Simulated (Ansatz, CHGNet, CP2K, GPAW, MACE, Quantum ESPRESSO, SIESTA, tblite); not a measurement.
**Other levels on twisted 2H-MoTe2/1T-TiSe2 bilayer, 21.79° (42 atoms)**

The cell holds 42 atoms: 7 Mo, 14 Te, 7 Ti and 14 Se. Its edges and angles: a = 9.339 Å, b = 9.339 Å, c = 26.040 Å, α = 90.0°, β = 90.0°, γ = 120.0°. 2H-MoTe2 (a = 3.52 Å) under 1T-TiSe2 (a = 3.54 Å), bilayer, commensurate cell of 7 unit cells a layer, twist 21.79 deg, both strained to the mean lattice constant; facing planes 3.34 Å apart; 16 Å of vacuum; layers as built, displaced by a Gaussian of 0.01 Å. Then every atom was moved at random, 0.03 Å r.m.s. a Cartesian component. Regions: layer 1, 21 atoms (7 Mo and 14 Te); layer 2, 21 atoms (7 Ti and 14 Se). Vacuum lies along c.

Geometry: as built.

The reference, a calculation:

* method: Kohn-Sham DFT, PBE, PAW, plane waves (Ansatz 0.2.0); cutoff 420 eV, Γ point, fermi-dirac smearing of 0.05 eV; PAW set soft_2
* r.m.s. force component: 0.4396 eV/Å
* longest force: 1.668 eV/Å
* SCF cycles: 23
* time: 19 s on 8 threads of Arm Neoverse V2, shared host
* CPU time: 2.3 min

**Question.** The same geometry is run in other programs. How far does each lie from the reference, and what does it cost?
- SIESTA PBE, SZ, shift 0.01 Ry, mesh 500 Ry (SIESTA 5.4.2; 1 thread)
- tblite IPEA1-xTB (tblite 0.8.0; 1 thread)
- QE PBE, gbrv-1.5, 40/200 Ry (Quantum ESPRESSO 7.5; 4 MPI ranks)
- SIESTA PBE, DZP, shift 0.02 Ry, mesh 500 Ry (SIESTA 5.4.2; 1 thread)
- GPAW PBE, LCAO sz(dzp), h 0.2 Å (GPAW 26.7.0; 1 thread)
- CP2K PBE, TZVP-MOLOPT (partly SR), 800/50 Ry, diagonalisation (CP2K 2026.2; 4 MPI ranks)
- GPAW PBE, plane waves 450 eV (GPAW 26.7.0; 4 MPI ranks)
- CP2K PBE, DZVP-MOLOPT-SR, 560/50 Ry, diagonalisation (CP2K 2026.2; 2 threads)
- SIESTA PBE, TZP, shift 0.01 Ry, mesh 500 Ry (SIESTA 5.4.2; 2 MPI ranks)
- GPAW PBE, LCAO szp(dzp), h 0.2 Å (GPAW 26.7.0; 1 thread)

Differences are against the plane-wave reference, forces as r.m.s. over components; share is that over the reference's r.m.s. force, slope the least-squares factor from reference forces to these. Total energies of different programs have different zeros and aren't compared.

```
                                                          run  Δ force, r.m.s. (meV/Å)  share (%)  slope  cores  CPU time  memory (GiB)
                                                    reference                        -          -      -      8   2.3 min           2.6
          SIESTA PBE, SZ, shift 0.01 Ry, mesh 500 Ry (coarse)                      400       91.0  1.339      1   2.6 min           1.1
                                             tblite IPEA1-xTB                      539        123  0.863      1     2.4 s          0.15
                                  QE PBE, gbrv-1.5, 40/200 Ry                     44.7       10.2  1.041      4    25 min           1.9
                  SIESTA PBE, DZP, shift 0.02 Ry, mesh 500 Ry                      137       31.2  1.133      1   4.3 min           1.5
                     GPAW PBE, LCAO sz(dzp), h 0.2 Å (coarse)                      302       68.6  1.325      1      64 s           1.1
CP2K PBE, TZVP-MOLOPT (partly SR), 800/50 Ry, diagonalisation                     77.7       17.7  1.081      4    19 min           9.9
                                 GPAW PBE, plane waves 450 eV                     26.2       5.95  0.982      4   9.4 min           2.0
CP2K PBE, DZVP-MOLOPT-SR, 560/50 Ry, diagonalisation (coarse)                     78.4       17.8  1.084      2    13 min           4.6
                  SIESTA PBE, TZP, shift 0.01 Ry, mesh 500 Ry                      133       30.2  1.141      2     8 min           2.3
                    GPAW PBE, LCAO szp(dzp), h 0.2 Å (coarse)                      161       36.6  1.188      1   1.9 min           1.2
```

Rows marked coarse were listed beforehand as settings not expected to be converged; some can still land near the reference.

CPU time is summed over cores on a shared host, where runs went side by side, so it is rough. Symmetry, cutoffs, thresholds, outputs and thread counts weren't matched or tuned between programs; memory under MPI is the largest rank's times the ranks.

PBE on plane waves or a grid with other potentials, cutoffs or grids, coarse settings apart, differs from the reference by 6.0 % (GPAW PBE, plane waves 450 eV) to 10 % (QE PBE, gbrv-1.5, 40/200 Ry) of the r.m.s. force; this holds the reference's own error, so differences of a few per cent don't tell which side is nearer the exact PBE result (QE's 40 Ry are 544 eV, against the reference's 420 eV). The PBE runs in local orbitals, coarse settings apart, differ by 18 % (CP2K PBE, TZVP-MOLOPT (partly SR), 800/50 Ry, diagonalisation) to 31 % (SIESTA PBE, DZP, shift 0.02 Ry, mesh 500 Ry); basis, grid and potentials can all enter. Tight binding differs by 123 % (tblite IPEA1-xTB); it is another model, with fitted parameters of its own, and the xTB methods hold dispersion. IPEA1-xTB was fitted to ionisation energies and electron affinities, not to forces or charges. Periodic xTB results under one method name differ between programs and library versions. The runs have no spin polarisation, so moments on Ti can't form, and no Hubbard term. The electronic-structure runs sample only Γ, in a cell whose shortest periodic width is 8 Å, which is coarse for a cell with partly filled levels.

[Logs are printed without paths, hosts, clocks, repeated set-up lines and the standing remarks that a program may print on its own settings, such as how far it seeks lower states.]

[Hosts, paths, dates, database ids (printed as entryN), source tags and the programs' standing remarks are cut or masked in the printed files.]
